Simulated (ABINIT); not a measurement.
The system is TiC.

```xyz
2
Lattice="0.0000 2.1657 2.1657 2.1657 0.0000 2.1657 2.1657 2.1657 0.0000" Properties=species:S:1:pos:R:3 pbc="T T T"
Ti    0.0000    0.0000    0.0000
C     2.1657    2.1657    2.1657
```

The cell is a database's computed one.

| Quantity | Value |
| --- | --- |
| Program | ABINIT 10.8.3 (patched build) |
| Task | relaxation of cell and atoms |
| Functional | LDA |
| Potentials or basis | PseudoDojo NC SR LDA v0.4.1 standard |
| Cutoff | 1143 eV |
| k mesh | 8 × 8 × 8 |
| Occupations | fermi-dirac, width 0.05 eV |
| Spin | no spin polarisation |

At the start: pressure -12.2 GPa; volume 10.16 Å³/atom.

Q: How do energy, volume and symmetry change on relaxing?

A: Over 4 steps the energy falls by 18.9 meV/atom and the volume is 9.68 Å³/atom (-4.7 %); space group Fm-3m (No. 225, to 0.05 Å).

The path:
```csv
step,energy change (eV),largest force (eV/Å),pressure (GPa),volume (Å³)
1,0.0000,0.0000,-12.25,20.32
2,-0.0360,0.0000,-2.79,19.56
3,-0.0377,0.0000,0.16,19.36
4,-0.0377,0.0000,0.00,19.37
```

Final structure:
```xyz
2
Lattice="0.0000 2.1315 2.1315 2.1315 0.0000 2.1315 2.1315 2.1315 0.0000" Properties=species:S:1:pos:R:3 pbc="T T T"
Ti    0.0000    0.0000    0.0000
C     2.1315    2.1315    2.1315
```
